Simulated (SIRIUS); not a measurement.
AgCl (Chlorargyrite):

```
Ag Cl
1.0
     0.00000    2.73500    2.73500
     2.73500    0.00000    2.73500
     2.73500    2.73500    0.00000
Ag Cl
1 1
Cartesian
  0.0000 0.0000 0.0000
  2.7350 2.7350 2.7350
```

Base run:

* Program: SIRIUS 7.12.0
* Functional: PBEsol
* Potentials or basis: PseudoDojo 0.4.1 PBE standard (scalar relativistic)
* Cutoff: 1127 eV
* Density cutoff: 4507 eV
* k mesh: 8 × 8 × 8
* Occupations: fermi-dirac, width 0.05 eV
* Spin: no spin polarisation

Its results: band gap on the k mesh 0.72 eV; pressure -0.7 GPa.

The run is repeated on the same cell with these changes: functional from PBEsol to LDA; libxc names from ["XC_GGA_X_PBE_SOL", "XC_GGA_C_PBE_SOL"] to ["XC_LDA_X", "XC_LDA_C_PW"]. What comes out?

Band gap on the k mesh 0.58 eV; pressure -3.7 GPa.

Caveats: the potentials were made for another functional, which shifts forces and pressure.

A k mesh can miss the band edges.
